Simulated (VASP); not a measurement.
BAs: core levels with PBE

The system is BAs.

```xyz
2
Lattice="2.9344 0.0000 0.0000 0.0000 2.9344 0.0000 0.0000 0.0000 2.9344" Properties=species:S:1:pos:R:3 pbc="T T T"
B     1.4672    1.4672    1.4672
As    0.0000    0.0000    0.0000
```

The cell was built by a generator and needn't be a form met in nature.

```yaml
Program: VASP 6.6.1
Task: core levels
Functional: PBE
Potentials_or_basis: VASP PAW PBE potentials, release 64 (B, As)
Cutoff: 520 eV
k_mesh: 9 × 9 × 9
Occupations: gaussian, width 0.02 eV
Spin: no spin polarisation
Further_INCAR_settings: ALGO = Fast; EDIFF = 1e-06
```

The pressure is 0.2 GPa. The band gap on the k mesh is none (metal or under the smearing width).

Levels at points of the mesh, in eV from the Fermi level:
| k point | band 2 | band 3 | band 4 | band 5 | band 6 | band 7 |
| --- | --- | --- | --- | --- | --- | --- |
| (0.00, 0.00, 0.00) | -0.69 | -0.69 | -0.69 | -0.08 | 5.81 | 5.81 |

Core levels (eV, on the scale of the bands):
| atom | levels |
| --- | --- |
| 1 B | 1s -167.8 |
| 2 As | 1s -11706.2, 2s -1474.7, 2p -1291.5, 3s -178.6, 3p -122.0, 3d -29.0 |

Run time: 3.2 s on 1 thread of Intel(R) Xeon(R) 6975P-C (Granite Rapids), with other jobs on the host, peak memory 0.13 GiB.
